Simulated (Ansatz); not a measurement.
# A series in temperature on LiF

All results are calculated (Ansatz 0.2.0). Harmonic vibrational free energy, entropy and heat capacity at constant volume, per atom, from the force constants of a q mesh, imaginary modes left out; plane waves with PAW datasets, Gamma-centred k mesh.

Structure of every row (space group Fm-3m, No. 225):
```
cell vectors (Å)
   0.0000     2.0340     2.0340
   2.0340     0.0000     2.0340
   2.0340     2.0340     0.0000
atoms (fractions of the cell vectors)
Li  0.50000  0.50000  0.50000
F   0.00000  0.00000  0.00000
```

Settings of every row: functional PBE; dispersion none; spin none; wave cutoff 420 eV; k mesh 12x12x12; occupations fixed; smearing width 0 eV; pressure 0 GPa; phonon method linear response; q mesh 4x4x4.

```csv
row,temperature (K),phonon entropy (kB/atom),phonon heat capacity (kB/atom),phonon free energy (meV/atom)
1,200,1.398,2.04,48.3
2,300,?,?,?
3,400,3.072,2.693,8.8
4,500,3.685,2.797,-20.4
5,600,4.201,2.856,-54.4
6,700,4.644,2.893,-92.6
7,800,5.032,2.917,-134.3
8,900,5.377,2.934,-179.2
9,1000,5.687,2.947,-226.9
```

Question: what phonon entropy and phonon heat capacity should row 2 give?

Worked fit of phonon entropy. Entropy rises as the heat capacity times the change of ln T, so take t = ln(T / 300 K). The shown rows have t = -0.4055, 0.2877, 0.5108, 0.6931, 0.8473, 0.9808, 1.0986, 1.204. Least squares give phonon entropy = 2.3565 + 2.4757 × t + 0.24948 × t² kB/atom; a straight line predicts inner rows, each left out in turn, worse (root mean square 0.066 against 0.014 kB/atom). The rows lie off it by 0.004, -0.017, -0.001, 0.009, 0.011, 0.007, 0.000, -0.012 (root mean square 0.0094 kB/atom), a smooth pattern that one more power would take up: the form is only approximate. The slope at t = 0, 2.48 kB/atom, estimates the heat capacity at 300 K. The withheld row has t = 0, so the fit gives 2.3565 + 2.4757 × (0) + 0.24948 × (0)² = 2.357 kB/atom.

The calculation gave 2.324 kB/atom. The fit lies 0.033 kB/atom (1.4 % of the value, 0.77 % of the column's range) above it; its largest miss of a shown row is 0.017 kB/atom.

Worked fit of phonon heat capacity. At high temperature a harmonic heat capacity falls short of its limit by a term in 1/T², so take t = (100 K / T)². The shown rows have t = 0.25, 0.0625, 0.04, 0.02778, 0.02041, 0.01562, 0.01235, 0.01. Least squares give phonon heat capacity = 2.9978 − 5.2375 × t + 5.626 × t² kB/atom; a straight line predicts inner rows, each left out in turn, worse (root mean square 0.022 against 0.00084 kB/atom). The rows lie off it by 0.000, 0.001, 0.000, -0.001, 0.000, 0.000, 0.000, 0.001. The constant, 2.9978 kB/atom, is to be held against the harmonic limit of 3 k_B an atom. The withheld row has t = 0.11111, so the fit gives 2.9978 − 5.2375 × (0.11111) + 5.626 × (0.11111)² = 2.485 kB/atom.

The calculation gave 2.492 kB/atom. The fit lies 0.007 kB/atom (0.77 % of the column's range) below it; its largest miss of a shown row is 0.001 kB/atom.

The other values of row 2: phonon free energy 32.2 meV/atom.
